## Origin of the negative pressure

The pressure of -252 GPa found for BaTiO₃ at the lowest cutoff is almost wholly a product of the plane-wave basis, not a tension in the crystal. It follows from how steeply the energy falls with cutoff, and that slope predicts the average pressure error over the coarsest step to within about 8 %. The same effect explains why the pressure is still far from settled at a cutoff where the forces on the atoms and the band gap have stopped moving.

Plane-wave cutoff sweep for BaTiO₃ (P4mm, 5 atoms) at fixed geometry, calculated with DFTK 0.8.2 using PBEsol and spms-pbe-1.0 pseudopotentials. All rows use a 3×3×3 k mesh and Fermi-Dirac smearing of 0.1 eV, without spin polarisation. The sweep value is the cutoff in eV, and energies are free energies relative to the highest cutoff.

| sweep value | energy less tightest (meV/atom) | pressure (GPa) | gap (eV) | largest force (eV/Å) |
| --- | --- | --- | --- | --- |
| 272.114 | 14586.0 | -252.32 | 2.819 | 1.875 |
| 380.959 | 6144.9 | -152.85 | 2.527 | 1.218 |
| 435.382 | 3962.6 | -119.37 | 2.178 | 0.191 |
| 571.439 | 1195.6 | -57.82 | 2.125 | 0.668 |
| 707.496 | 291.4 | -23.10 | 2.061 | 0.499 |
| 816.342 | 74.7 | -10.51 | 2.056 | 0.512 |
| 979.61 | 5.7 | -4.54 | 2.052 | 0.512 |
| 1197.3 | 0.0 | -3.68 | 2.052 | 0.512 |

The sweep value is the cutoff in eV, which sets the shortest wave available to describe the electrons. The cell and the atomic positions are the same in every row. A negative pressure means that the calculation would lower its energy by shrinking the cell. This apparent pull weakens at every step and ends at -3.68 GPa.

### Three explanations

The tempting reading is mechanical. A coarse basis describes the bonds badly, so the badly described crystal might prefer a much smaller volume and really be under tension in the given cell. A second reading treats the pressure error as the missing energy spread over the volume, so that the two should shrink in proportion. The third, known as Pulay stress, places the fault in the basis itself, which changes its quality when the cell is stretched.

The third explanation can be pictured with a fixed number of waves fitted into a box. When the box grows, every wave grows with it, and the finest detail that the set can resolve is lost. The energy rises for that reason alone, and the calculation reports the rise as a pull inwards. Between 272 and 381 eV, a volume increase of 1 % at a fixed set of waves costs about 167 meV/atom in lost resolution.

Two limiting cases show what matters. With a complete basis there is no resolution to lose, so the false pull vanishes. It would also vanish if the energy were badly wrong but did not change with cutoff, because a slightly coarser set would then do no further harm. The false pressure therefore depends on the slope of the energy curve, not on the height of the error.

### From the energy curve to the pressure

The number of plane waves grows as $V E_c^{3/2}$, where $V$ is the volume and $E_c$ the cutoff. If the number is held fixed while the cell expands, the effective cutoff must fall as $V^{-2/3}$. The pressure taken at a fixed set of waves is then

$$P = P_c + \frac{2}{3V}\,\frac{dE}{d\ln E_c},$$

where $E$ is the energy and $P_c$ is the pressure that would be found if the cutoff, rather than the set of waves, were held constant. Since $E$ falls as $E_c$ rises, the second term is negative.

The step from 571.439 to 707.496 eV serves as an example. The energy falls by 1195.6 - 291.4 = 904.2 meV/atom while the logarithm of the cutoff grows by 0.214, which gives a slope of -4.23 eV/atom. Multiplied by 2/3 and divided by 12.86 Å³/atom, this is -0.219 eV/Å³, or about -35 GPa.

The calculated pressures, counted from the tightest row, average between -32 and -37 GPa over the same step. The range arises because only the two ends are known. The average lies between their geometric and arithmetic means if the curve bends within the step as it does across the series. The formula has no adjustable constant, and the pressure of the tightest row enters only as the reference.

### What the numbers decide

The printed analysis below applies this estimate to all seven steps. In the five steps that end above 500 eV, the prediction falls inside the range allowed by the pressures. In the two coarsest steps it is too strong, by 5 to 8 % of its own size in the first and by less in the second. The last step is a weak test, because its range ends at the reference itself. Before it, the false pull shrinks by a factor of at least fifty, and the energies alone follow it.

The formula is an identity once the pressure is defined at a fixed set of waves, so its form is not what is being tested. The open question is how much is left for $P_c$, and this is where the mechanical reading can be judged. If the coarse crystal were really under strong tension, $P_c$ would carry most of the -252 GPa. Instead, the first step leaves only 10 to 16 GPa relative to the tightest row, and this remainder pushes outwards.

The proportional reading fails in a more instructive way. It would be right if the missing energy fell as a fixed power of the cutoff, because the slope of such a curve is proportional to its height. Here the pressure error per eV/atom of missing energy grows from 17 GPa at 272 eV to 91 GPa at 816 eV. No single power fits this series: the energy error falls by a higher power of the cutoff at each step, so its slope stays noticeable after its height has become small.

Theory gives a reason for this shape. The electrons near oxygen and in the titanium shells are tightly localised and need short waves, so the energy is very poor until those waves are included. The pseudopotentials keep the orbitals smooth, so the contribution of still shorter waves then dies away quickly. For a related solid, the guide is therefore the local steepness of its own energy curve: the steeper it is at the chosen cutoff, the stronger the false pull.

### Why the forces settle first

At 816 eV the largest force already agrees with the tightest row to the printed digits, and the gap is only 4 meV away. The pressure, at -10.51 GPa, is still nearly three times its final value. For this one cell the cutoff is therefore high enough for the largest force and for the gap on this k mesh, although the mesh may miss the band edges and a semilocal functional makes gaps too small. The pressure asks a further question, namely how that description changes when the cell is stretched.

Moving an atom asks no such question. Plane waves fill the cell evenly and do not travel with the atoms, so a displaced atom finds essentially the same resolution at its new place. Most of the missing energy stays the same and drops out of the force. This protection needs a reasonable basis to begin with: the low force of 0.191 eV/Å at 435 eV is an accident of a poor one, not a sign of relaxed atoms, since the force later settles at 0.512 eV/Å.

### Consequences for cell relaxation

A relaxation that follows these pressures at a low cutoff would shrink the cell further than its true tension asks. At 816 eV the false part is about 7 GPa, nearly twice the whole pressure that remains at the tightest cutoff. Most of the initial pull would then come from the basis, not from the crystal. That is a poor start for a polar cell like this one, whose long edge exceeds the short ones by only about half a percent and whose distortion is sensitive to volume.

Convergence of the forces is thus no licence to relax the cell, and a small energy error is not a sufficient one either. At 979.61 eV the energy is within 5.7 meV/atom of the tightest row, yet the pressure is still 0.86 GPa away, almost a quarter of the final value. The cutoff for a cell relaxation should be chosen by the pressure itself.

There are two other ways out. Energies can be calculated at several volumes with the same cutoff and the pressure taken from their slope, which by the argument above removes the dominant error. Alternatively, the false part can be estimated from two energies at neighbouring cutoffs and subtracted. In the three steps above 707 eV, that estimate matches the average pressure error to within about 1 GPa.

The mechanical reading does keep a small share of the truth. Over the last step the energy slope accounts for an average false pressure of only about -0.2 GPa, and the slope is still flattening. Most of the final -3.68 GPa should therefore be tension of the supplied cell as described by PBEsol, with potentials made for PBE and on this k mesh, whose own errors the sweep does not test. That part is a property of the chosen structure and method, and a higher cutoff will not remove it.

Printed output of the fit:

```
power of the cutoff with which the number of plane waves grows: 1.496
loss of effective cutoff when the volume grows by 1 percent at a fixed set (percent): 0.6612
Interval ending at each row, in GPa:
      row  predicted_from_energy  computed_arithmetic_mean  computed_geometric_mean  remainder_arithmetic  remainder_geometric
  380.959                 -208.4                    -198.9                   -192.6                 9.501                15.82
  435.382                 -135.8                    -132.4                   -131.4                 3.335                4.397
  571.439                 -84.53                    -84.91                   -79.14               -0.3861                5.387
  707.496                 -35.17                    -36.78                   -32.43                 -1.61                2.745
  816.342                 -12.58                    -13.12                   -11.52               -0.5452                1.063
   979.61                 -3.144                    -3.845                   -2.424               -0.7011               0.7203
   1197.3                 -0.236                     -0.43                        0                -0.194                0.236
Rival of proportionality:
      row  pressure_error_GPa  missing_energy_eV_per_atom  GPa_per_eV_per_atom
  272.114              -248.6                       14.59                17.05
  380.959              -149.2                       6.145                24.28
  435.382              -115.7                       3.963                 29.2
  571.439              -54.14                       1.196                45.28
  707.496              -19.42                      0.2914                66.64
  816.342               -6.83                      0.0747                91.43
   979.61               -0.86                      0.0057                150.9
   1197.3                   0                           0                    0
remainder in the first interval by arithmetic mean (percent of prediction): 4.559
remainder in the first interval by geometric mean (percent of prediction): 7.591
pressure at 816 eV over pressure at the tightest cutoff: 2.856
largest force at 816 eV less tightest (eV/angstrom): 0
gap at 816 eV less tightest (meV): 4
energy cost of 1 percent more volume at a fixed set in the first interval (meV/atom): 167.2
```
